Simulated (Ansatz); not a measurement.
**Ruthenium, beta-Sn type under PBE: from relaxation to bulk modulus**

What does PBE give for ruthenium in the beta-Sn type structure? We relax it, solve it on a dense k-mesh, then scale the cell to 7 volumes from 88 to 112 % of the relaxed one and try a fit of the equation of state. The start is ferromagnetic. The k-meshes are 14×14×10 for the relaxation; 27×27×19 for the dense run; 19×19×13 for the volumes.

Program: Ansatz 0.2.0. Level of theory: DFT PBE, plane waves (420 eV) with PAW, scalar-relativistic. These are calculated values, not measurements.

## (1) The structure to begin with

It takes space group I4_1/amd (No. 141, tetragonal). Conventional cell: a = 4.707 Å, b = 4.707 Å, c = 2.570 Å, α = 90.00°, β = 90.00°, γ = 90.00°. Around Ru (site symmetry -4m2) lie 6 Ru at 2.44 to 2.57 Å.

As a file:

```
CELL_PARAMETERS angstrom
-2.35335 2.35335 1.28493
2.35335 -2.35335 1.28493
2.35335 2.35335 -1.28493
ATOMIC_POSITIONS crystal
Ru 0.00000 0.00000 0.00000
Ru 0.75000 0.25000 0.50000
```

Starting moments (μB): +1 ×2.

## (2) Relaxation of the cell

input.yaml reads:

```yaml
crystal:
  lattice:
    - [-2.3533498774, 2.3533498774, 1.2849290331]
    - [2.3533498774, -2.3533498774, 1.2849290331]
    - [2.3533498774, 2.3533498774, -1.2849290331]
  atoms:
    - { symbol: Ru, position: [0.0, 0.0, 0.0], spin: 1.0 }
    - { symbol: Ru, position: [0.75, 0.25, 0.5], spin: 1.0 }
hamiltonian:
  xc: pbe
  pseudopotentials:
    kind: paw
    azcp:
      Ru: "pseudopotentials/Ru.paw.azcp"
basis:
  ecutwfc: 420
  fft_grid_basis: typed
kpoints:
  mp_grid: { grid: [14, 14, 10], shift: [0, 0, 0] }
magnetization:
  spin_polarized: true
scf:
  occupations: { method: fermi_dirac, width: 0.05 }
relax:
  max_steps: 60
  f_tol: 0.01
  cell: {}
```

Started as:

```
$ ansatz run input.yaml --threads 2 --pin off --max-ram 6144MiB --backend cpu --events-out ev --progress --plain --runs-dir out
```

Log:

```text
Warning: crystal.symmetry: narrowed to the stabiliser of the k-point mesh — unitary ops 16 → 4; excluded 12 operations that carry a point of the 14×14×10 mesh (shift [0, 0, 0]) off the mesh (the run samples exactly the mesh kpoints.mp_grid names, as under crystal.symmetry.detect: false, and its converged state has the mesh's symmetry, not the crystal's; ε∞, the Born charges and the force constants of a linear response (`dielectric:` by the response, `phonons.method: dfpt`) are averaged over those of the crystal's operations that the state keeps within a tolerance, where `mesh_tensors`, `unaveraged_element` or `gamma_mean_max_change_ev_ang2` stands beside them; a row that `dielectric.field_direction` solves alone is averaged likewise, with nothing beside; a Γ-centred mesh of equal divisions is mapped onto itself by every operation and keeps the whole group, as does a half-shifted one under kpoints.further_shifts: images)
Warning: RAYON_NUM_THREADS=2 ignored (pool sized by the plan → 2); use --threads N
Engine: ansatz 0.2.0, x86_64-unknown-linux-gnu
Pseudopotentials: kind: paw
Pseudopotential: Ru, paw, valence charge 16, recommended cutoff 420 eV (normal), <dir>
Functional definition: PBE
  parameter kappa = 0.804
  parameter beta = 0.06672455060314922
  exchange = pbe_x(kappa = kappa, mu = beta*pi^2/3)
  correlation = pbe_c(beta = beta)
Crystal: 2 atoms, lattice volume = 28.465 Å³
Basis set: ecut = 420 eV, 541 PW (Γ), exchange–correlation on 48×48×48 points (8 copies of the dense FFT grid, shifted against one another)
Bands: 21, of which v1, the nominal top of the filled ones, is band 16 counted from 1 (15 counted from 0)
Symmetry: 4 space group operations
k-points: 534 of 1960
Non-local potential: Ru, projectors of the file, l = 0: 3, l = 1: 2, l = 2: 2, l = 3: 1
PAW form: soft (Blöchl's): semilocal exchange-correlation on the pseudo side does not see the compensation charge
PAW one-centre angular grid: Ru, 590 points (default); XC on 64 Gauss nodes
Initial density: superposition of atomic densities (chi_scale 0.1, normalization cell)
Starting moments: Σ|m| = 2 μB on 2 of 2 sites
Initial wavefunctions: pseudopotential atomic-orbital guess
Functional: x = pbe(κ = 0.804, μ = 0.2195149727645171), c = pbe(β = 0.06672455060314922)
SCF iter   1: F=—  HF=-11756.900125 eV  |F-HF|=—  |Δ(HF+E_count)|=         —  Δρ=5.78e-2 (↑5.78e-2 ↓4.55e-2)  dr2=2.61e0  dr2_m=7.48e-2  M=1.367 μB ∫|m|=1.367 μB  β_m=0.30  ethr=3.10e-3  ⟨swp⟩=5.1  Hψ=89188  notcnv=0
Mixer restart at iter 1: flushing history
preconditioner: auto → none  [metal: Δε(μ)=0.001 eV  Ē_g=7.423 eV  σ=0.050 eV  W_gap=0.01  n_scr=8 (ndim 8)  ℏωp=27.8 eV  f_vac=0.000  D(μ)=2.27/eV (n_scr^D=20)  sad-step TF]
SCF iter   2: F=—  HF=-11755.769131 eV  |F-HF|=—  |Δ(HF+E_count)|=    1.13e0  Δρ=3.95e-2 (↑3.95e-2 ↓2.99e-2)  dr2=1.12e0  dr2_m=4.49e-2  M=1.295 μB ∫|m|=1.296 μB  β_m=0.58  ethr=3.10e-3  ⟨swp⟩=2.0  Hψ=35708  notcnv=0  defer=137
SCF iter   3: F=—  HF=-11755.306847 eV  |F-HF|=—  |Δ(HF+E_count)|=   4.62e-1  Δρ=7.88e-3 (↑6.97e-3 ↓7.88e-3)  dr2=6.62e-3  dr2_m=9.92e-3  M=1.037 μB ∫|m|=1.044 μB  β_m=0.79  ethr=3.10e-3  ⟨swp⟩=2.1  Hψ=36735  notcnv=0  defer=137
SCF iter   4: F=—  HF=-11755.377255 eV  |F-HF|=—  |Δ(HF+E_count)|=         —  Δρ=1.59e-2 (↑1.59e-2 ↓1.49e-2)  dr2=6.79e-4  dr2_m=6.19e-2  M=0.498 μB ∫|m|=0.510 μB  β_m=0.79  ethr=2.07e-5  ⟨swp⟩=2.0  Hψ=52687  notcnv=0  defer=110
Mixer restart at iter 4: flushing history
SCF iter   5: F=—  HF=-11755.372677 eV  |F-HF|=—  |Δ(HF+E_count)|=   4.58e-3  Δρ=8.94e-3 (↑7.88e-3 ↓8.94e-3)  dr2=4.63e-4  dr2_m=1.84e-2  M=0.345 μB ∫|m|=0.354 μB  β_m=0.90  ethr=2.12e-6  ⟨swp⟩=2.0  Hψ=42476  notcnv=0  defer=110
SCF iter   6: F=—  HF=-11755.376084 eV  |F-HF|=—  |Δ(HF+E_count)|=   3.41e-3  Δρ=4.58e-3 (↑4.58e-3 ↓1.73e-3)  dr2=6.48e-3  dr2_m=1.53e-3  M=0.120 μB ∫|m|=0.123 μB  β_m=0.68  ethr=1.45e-6  ⟨swp⟩=3.0  Hψ=50087  notcnv=0  defer=110
SCF iter   7: F=—  HF=-11755.372870 eV  |F-HF|=—  |Δ(HF+E_count)|=   3.21e-3  Δρ=1.40e-3 (↑1.40e-3 ↓1.27e-3)  dr2=5.97e-6  dr2_m=4.62e-4  M=0.079 μB ∫|m|=0.082 μB  β_m=0.84  ethr=1.45e-6  ⟨swp⟩=2.0  Hψ=44433  notcnv=0  defer=102
SCF iter   8: F=—  HF=-11755.373058 eV  |F-HF|=—  |Δ(HF+E_count)|=   1.88e-4  Δρ=5.78e-4 (↑5.78e-4 ↓5.64e-4)  dr2=5.17e-6  dr2_m=8.24e-5  M=-0.025 μB ∫|m|=0.026 μB  β_m=0.86  ethr=1.86e-8  ⟨swp⟩=3.0  Hψ=58029  notcnv=0  defer=99
SCF iter   9: F=—  HF=-11755.373068 eV  |F-HF|=—  |Δ(HF+E_count)|=   9.61e-6  Δρ=1.87e-4 (↑1.87e-4 ↓1.69e-4)  dr2=1.46e-6  dr2_m=8.04e-6  M=-0.008 μB ∫|m|=0.008 μB  β_m=0.82  ethr=1.61e-8  ⟨swp⟩=2.0  Hψ=40543  notcnv=0  defer=97
SCF iter  10: F=—  HF=-11755.373068 eV  |F-HF|=—  |Δ(HF+E_count)|=   1.20e-7  Δρ=5.15e-5 (↑5.15e-5 ↓4.71e-5)  dr2=4.67e-7  dr2_m=5.70e-7  M=-0.002 μB ∫|m|=0.002 μB  β_m=0.72  ethr=4.55e-9  ⟨swp⟩=2.0  Hψ=39925  notcnv=0  defer=97
SCF iter  11: F=—  HF=-11755.373068 eV  |F-HF|=—  |Δ(HF+E_count)|=   7.55e-8  Δρ=1.08e-5 (↑9.12e-6 ↓1.08e-5)  dr2=1.16e-8  dr2_m=2.21e-8  M=-0.000 μB ∫|m|=0.000 μB  β_m=0.69  ethr=1.46e-9  ⟨swp⟩=2.8  Hψ=42590  notcnv=0  defer=97
SCF iter  12: F=—  HF=-11755.373068 eV  |F-HF|=—  |Δ(HF+E_count)|=   9.48e-9  Δρ=1.62e-6 (↑1.34e-6 ↓1.62e-6)  dr2=1.52e-10  dr2_m=4.64e-10  M=0.000 μB ∫|m|=0.000 μB  β_m=0.84  ethr=3.62e-11  ⟨swp⟩=2.0  Hψ=39865  notcnv=0  defer=97
SCF iter  13: F=—  HF=-11755.373068 eV  |F-HF|=—  |Δ(HF+E_count)|=  5.80e-10  Δρ=3.33e-7 (↑3.33e-7 ↓2.20e-7)  dr2=1.18e-11  dr2_m=1.65e-11  M=0.000 μB ∫|m|=0.000 μB  β_m=0.92  ethr=1.00e-12  ⟨swp⟩=2.1  Hψ=37814  notcnv=0  defer=97
SCF iter  14: F=-11755.373068 eV  HF=-11755.373068 eV  |F-HF|=0.00e0  |Δ(HF+E_count)|=  1.82e-11  Δρ=3.54e-8 (↑3.14e-8 ↓3.54e-8)  dr2=5.49e-13  dr2_m=5.33e-14  M=-0.000 μB ∫|m|=0.000 μB  ethr=1.00e-12  ⟨swp⟩=1.0  Hψ=49128  notcnv=0
WARN: the starting moments were not kept: the SCF closed with an absolute magnetisation of 1.7e-6 μB, where they sum to 2 μB in size (2 sites). That is at most 0.1 of that sum. Measured as dr2_m measures the in/out step, that magnetisation stands 7.8e-13 eV from none, at or under the dr2_threshold of 1.0e-7 eV: it is no larger than a step whose dr2_m would equal this threshold. The system may hold no moment; this SCF shows only that its start led to no more than that. To try another start: raise the starting moments (crystal.atoms[].spin, magnetization.per_species, magnetization.initial_magnetization, or on a non-collinear deck that types none of these the spinor_matrix: blocks that start its atoms; where the total moment is fixed, keep their sum and leave initial_magnetization as it is; typed ones take the place of any that the run laid by itself, positive ones on a crystal's lanthanoids without a Hubbard term where scf.initial_density.shell_occupations: [] is typed) or, if the notice of its spin-set hold's release reads "site moments contracting" or "site moments show no strong build", lengthen the hold (scf.mixing.spin_hold: { on: { confirm: 4 } }; for m-r²SCAN on two components see the key's manual first). Each may lead to a state that holds a moment. A second SCF, from the converged charge density, with the starting moments and any scf.initial_density.shell_occupations laid on it anew, would have followed, and was not run: the deck does not ask for one (magnetization.retry_lost_moments is false, the default). To let it run, set magnetization.retry_lost_moments: true and run the deck again, where that key's refused combinations let it; where memory then withholds it, that run's warning says so.
SCF 1 converged in 14 iterations: F = -11755.373068 eV  dr2 = 5.49e-13
relax step   1: F+E_penalty+E_count = -11755.37306802 eV  Δ(F+E_penalty+E_count) = +0.000e0 eV  max|allowed force component| = 9.661e-3 eV/Å  Δτ_max = 0.0000 Å  P = +22.027 GPa  Ω = 28.465 Å³  (14 SCF iters, dr2 threshold 1.00e-7 eV, accepted)
[... from here on, the SCF cycles and remarks between the steps are left out ...]
relax step   2: F+E_penalty+E_count = -11755.51916434 eV  Δ(F+E_penalty+E_count) = -1.461e-1 eV  max|allowed force component| = 9.670e-3 eV/Å  Δτ_max = 0.0004 Å  P = -5.942 GPa  Ω = 31.593 Å³  energy of the carried Pulay correction = -1.574e-3 eV  (10 SCF iters, dr2 threshold 2.00e-7 eV, accepted)
relax step   3: F+E_penalty+E_count = -11755.54259214 eV  Δ(F+E_penalty+E_count) = -2.343e-2 eV  max|allowed force component| = 1.151e-2 eV/Å  Δτ_max = 0.0003 Å  P = -1.385 GPa  Ω = 30.982 Å³  energy of the carried Pulay correction = -1.260e-3 eV  (11 SCF iters, dr2 threshold 2.00e-7 eV, accepted)
relax step   4: F+E_penalty+E_count = -11755.55658231 eV  Δ(F+E_penalty+E_count) = -1.399e-2 eV  max|allowed force component| = 1.422e-2 eV/Å  Δτ_max = 0.0011 Å  P = +1.900 GPa  Ω = 30.645 Å³  energy of the carried Pulay correction = -1.058e-3 eV  (9 SCF iters, dr2 threshold 2.00e-7 eV, accepted)
relax step   5: F+E_penalty+E_count = -11755.57654857 eV  Δ(F+E_penalty+E_count) = -1.997e-2 eV  max|allowed force component| = 1.201e-1 eV/Å  Δτ_max = 0.0176 Å  P = -0.236 GPa  Ω = 31.011 Å³  energy of the carried Pulay correction = -1.178e-3 eV  (10 SCF iters, dr2 threshold 2.00e-7 eV, accepted)
relax step   6: F+E_penalty+E_count = -11755.66191283 eV  Δ(F+E_penalty+E_count) = -8.536e-2 eV  max|allowed force component| = 2.394e-1 eV/Å  Δτ_max = 0.0219 Å  P = -3.261 GPa  Ω = 31.115 Å³  energy of the carried Pulay correction = -1.228e-3 eV  (10 SCF iters, dr2 threshold 2.00e-7 eV, accepted)
relax step   7: F+E_penalty+E_count = -11755.84245818 eV  Δ(F+E_penalty+E_count) = -1.805e-1 eV  max|allowed force component| = 2.778e-1 eV/Å  Δτ_max = 0.0219 Å  P = -3.635 GPa  Ω = 30.738 Å³  energy of the carried Pulay correction = -1.053e-3 eV  (8 SCF iters, dr2 threshold 2.00e-7 eV, accepted)
relax step   8: F+E_penalty+E_count = -11756.11137459 eV  Δ(F+E_penalty+E_count) = -2.689e-1 eV  max|allowed force component| = 1.960e-1 eV/Å  Δτ_max = 0.0200 Å  P = -3.220 GPa  Ω = 30.227 Å³  energy of the carried Pulay correction = -8.065e-4 eV  (10 SCF iters, dr2 threshold 2.00e-7 eV, accepted)
relax step   9: F+E_penalty+E_count = -11756.36948417 eV  Δ(F+E_penalty+E_count) = -2.581e-1 eV  max|allowed force component| = 1.433e-1 eV/Å  Δτ_max = 0.0179 Å  P = -0.808 GPa  Ω = 29.592 Å³  energy of the carried Pulay correction = -4.970e-4 eV  (10 SCF iters, dr2 threshold 2.00e-7 eV, accepted)
relax step  10: F+E_penalty+E_count = -11756.57090683 eV  Δ(F+E_penalty+E_count) = -2.014e-1 eV  max|allowed force component| = 6.407e-2 eV/Å  Δτ_max = 0.0156 Å  P = +1.697 GPa  Ω = 29.026 Å³  energy of the carried Pulay correction = -2.552e-4 eV  (10 SCF iters, dr2 threshold 2.00e-7 eV, accepted)
relax step  11: F+E_penalty+E_count = -11756.62385733 eV  Δ(F+E_penalty+E_count) = -5.295e-2 eV  max|allowed force component| = 1.603e-2 eV/Å  Δτ_max = 0.0105 Å  P = -3.487 GPa  Ω = 29.266 Å³  energy of the carried Pulay correction = -4.366e-4 eV  (9 SCF iters, dr2 threshold 2.00e-7 eV, accepted)
relax step  12: F+E_penalty+E_count = -11756.63461986 eV  Δ(F+E_penalty+E_count) = -1.076e-2 eV  max|allowed force component| = 1.475e-2 eV/Å  Δτ_max = 0.0032 Å  P = +0.077 GPa  Ω = 29.000 Å³  energy of the carried Pulay correction = -2.838e-4 eV  (8 SCF iters, dr2 threshold 2.00e-7 eV, accepted)
relax step  13: F+E_penalty+E_count = -11756.63479086 eV  Δ(F+E_penalty+E_count) = -1.710e-4 eV  max|allowed force component| = 6.959e-3 eV/Å  Δτ_max = 0.0008 Å  P = -0.034 GPa  Ω = 29.013 Å³  energy of the carried Pulay correction = -2.890e-4 eV  (7 SCF iters, dr2 threshold 2.00e-7 eV, accepted)
relax step  14: F+E_penalty+E_count = -11756.63481995 eV  Δ(F+E_penalty+E_count) = -2.909e-5 eV  max|allowed force component| = 5.262e-4 eV/Å  Δτ_max = 0.0001 Å  P = -0.016 GPa  Ω = 29.009 Å³  energy of the carried Pulay correction = -2.879e-4 eV  (6 SCF iters, dr2 threshold 1.35e-7 eV, accepted)
relax step  15: F+E_penalty+E_count = -11756.72057081 eV  Δ(F+E_penalty+E_count) = -8.575e-2 eV  max|allowed force component| = 9.986e-3 eV/Å  Δτ_max = 0.0000 Å  P = +4.875 GPa  Ω = 29.009 Å³  stress off target by 7.44e0 GPa  SCF on the basis re-selected at this cell (its energy is not comparable with the rows above)  (10 SCF iters)
relax step  16: F+E_penalty+E_count = -11756.73712037 eV  Δ(F+E_penalty+E_count) = -1.655e-2 eV  max|allowed force component| = 2.958e-2 eV/Å  Δτ_max = 0.0012 Å  P = +1.659 GPa  Ω = 29.343 Å³  energy of the carried Pulay correction = -1.685e-4 eV  (8 SCF iters, dr2 threshold 2.00e-7 eV, accepted)
relax step  17: F+E_penalty+E_count = -11756.73860260 eV  Δ(F+E_penalty+E_count) = -1.482e-3 eV  max|allowed force component| = 3.244e-3 eV/Å  Δτ_max = 0.0025 Å  P = +0.082 GPa  Ω = 29.540 Å³  energy of the carried Pulay correction = -2.742e-4 eV  (8 SCF iters, dr2 threshold 2.00e-7 eV, accepted)
relax step  18: F+E_penalty+E_count = -11756.73860505 eV  Δ(F+E_penalty+E_count) = -2.454e-6 eV  max|allowed force component| = 1.053e-4 eV/Å  Δτ_max = 0.0002 Å  P = +0.007 GPa  Ω = 29.551 Å³  energy of the carried Pulay correction = -2.800e-4 eV  (6 SCF iters, dr2 threshold 7.11e-8 eV, accepted)
relax step  19: F+E_penalty+E_count = -11756.73881529 eV  Δ(F+E_penalty+E_count) = -2.102e-4 eV  max|allowed force component| = 4.230e-5 eV/Å  Δτ_max = 0.0000 Å  P = -0.022 GPa  Ω = 29.551 Å³  stress off target by 3.47e-2 GPa  SCF on the basis re-selected at this cell (its energy is not comparable with the rows above)  (7 SCF iters)
basis re-selected at this cell: Δ(F+E_penalty+E_count) = -2.102e-4 eV, ΔP = -0.029 GPa vs the last step (what re-selecting the basis moved, of the pressure what is left beyond the Pulay correction that the steps carried, after the strain that the cell walked since its last selection, with what the two solves' SCF thresholds leave and, on support functions, any second-order correction that the steps lacked; it is no measure of the basis error at this ecutwfc). This SCF's stress stands 3.47e-2 GPa from its target on what of the cell is left free (relax.cell.stress_tol is 5.00e-2 GPa) and its largest allowed force component is 4.23e-5 eV/Å (relax.f_tol is 1.00e-2 eV/Å): within both
SCF converged after 7 iterations
Magnetization: -0.0000 μB (16.0000 up, 16.0000 down)
Absolute magnetization: 0.0000 μB (∫|ρ↑−ρ↓|, with the PAW one-centre terms)
Spin contamination: 0.0000 ħ² per cell (⟨S²⟩ above its minimum at these occupations)
Per-site moments (μB) at R_I (Å): [(-4.601929500637391e-9, 1.055843493380297), (-4.601929386098133e-9, 1.055843493380297)]
Free energy (F): -11756.738815 eV
Harris-Foulkes:  -11756.738815 eV  (|F-HF|=0.00e0)
Internal energy: -11756.725676 eV  (E = F + TS)
E sigma→0 (E₀):  -11756.732246 eV
Entropy (-TS):   -0.013139 eV (-6.569 meV/atom)
Fermi energy:    21.205229 eV
--- Per-component energies (eV) ---
  E_band       = -175.657566
  E_kinetic    = 1027.965742
  E_local      = -2841.411146  (includes V_loc(G=0)·N_el)
  E_nonlocal   = 686.895051
  E_hartree    = 936.106747
  E_xc         = -380.346281
  E_vxc        = -477.417979  (∫ρ·V_xc dr)
  E_paw        = -6921.794109  (= ΣΔE_a)
  E_vpaw       = -443.902407  (= ΣTr[D̂ρ^β])
  E_aug_tail   = -0.000357  (compensation charges beyond the density's cutoff)
  E_ewald      = -4264.141324
  E_smearing   = -0.013139  (= −TS)
  E_closure    = 0.000000  (closes the sum)
  Σ components = -11756.738815   (vs F -11756.738815, Δ=0.00e0)
--- Forces (eV/Å), atoms counted from 1 ---
  atom   1  Ru    -0.00004230     0.00004230     0.00000000
  atom   2  Ru     0.00004230    -0.00004230     0.00000000
  max |Σ_I F_I| component: 0.00e0 eV/Å
--- Stress (GPa, compression-positive) ---
       -0.022888       0.011816       0.002404
        0.011816      -0.022888       0.002404
        0.002404       0.002404      -0.019883
  P = ⅓ Tr σ = -0.0219 GPa (-0.219 kbar)
--- Relaxed structure (17 steps of the walk, 17 accepted, 2 SCFs on fresh bases) ---
  F+E_penalty+E_count = -11756.73881529 eV   max|allowed force component| = 4.230e-5 eV/Å   (the final SCF, on the basis selected at the relaxed cell)
  cell:  # Å, volume = 29.5505 Å³
    - [-3.036188878688194, 2.623841323992673, 1.3328042567031626]
    - [2.623841323992673, -3.036188878688194, 1.3328042567031626]
    - [2.2816180789303844, 2.2816180789303844, -2.0880195583200365]
  atoms:
    - { symbol: Ru, position: [-0.019348130607864472, 0.019348130607864472, 0.0] }
    - { symbol: Ru, position: [0.7693481306078642, 0.23065186939213536, 0.4999999999999998] }
```

Run time: 4.5 min. Hardware: 2 threads of Intel Xeon Platinum 8488C (Sapphire Rapids), shared host; peak memory 0.78 GiB.

Step by step:

| step | energy change (meV/atom) | largest force (eV/Å) | pressure (GPa) | volume (Å³/atom) |
| --- | --- | --- | --- | --- |
| 1 | 0.00 | 0.0097 | 22.03 | 14.233 |
| 2 | -73.05 | 0.0097 | -5.94 | 15.796 |
| 3 | -84.76 | 0.0115 | -1.38 | 15.491 |
| 4 | -91.76 | 0.0142 | 1.90 | 15.322 |
| 5 | -101.74 | 0.1201 | -0.24 | 15.506 |
| 6 | -144.42 | 0.2394 | -3.26 | 15.558 |
| 7 | -234.70 | 0.2778 | -3.63 | 15.369 |
| 8 | -369.15 | 0.1960 | -3.22 | 15.114 |
| 9 | -498.21 | 0.1433 | -0.81 | 14.796 |
| 10 | -598.92 | 0.0641 | 1.70 | 14.513 |
| 11 | -625.39 | 0.0160 | -3.49 | 14.633 |
| 12 | -630.78 | 0.0148 | 0.08 | 14.500 |
| 13 | -630.86 | 0.0070 | -0.03 | 14.506 |
| 14 | -630.88 | 0.0005 | -0.02 | 14.504 |
| 15 | -673.75 | 0.0100 | 4.88 | 14.504 |
| 16 | -682.03 | 0.0296 | 1.66 | 14.672 |
| 17 | -682.77 | 0.0032 | 0.08 | 14.770 |
| 18 | -682.77 | 0.0001 | 0.01 | 14.775 |
| 19 | -682.87 | 0.0000 | -0.02 | 14.775 |

Steps that repeat a cell are solved on a basis chosen anew, so their changes of energy are no gain of the relaxation.

The cell of the run, before and after:

|  | before | after | change |
| --- | --- | --- | --- |
| a (Å) | 3.568 | 4.228 | +18.5 % |
| b (Å) | 3.568 | 4.228 | +18.5 % |
| c (Å) | 3.568 | 3.843 | +7.7 % |
| α (°) | 97.45 | 103.25 | +5.9 % |
| β (°) | 97.45 | 103.25 | +5.9 % |
| γ (°) | 137.78 | 142.35 | +3.3 % |
| volume (Å³/atom) | 14.233 | 14.775 | +3.8 % |
| shortest distance (Å) | 2.439 | 2.560 | +4.9 % |
| space group (spins left aside) | I4_1/amd | Cmcm | changed |

(Part 1 of 2 ends here.)
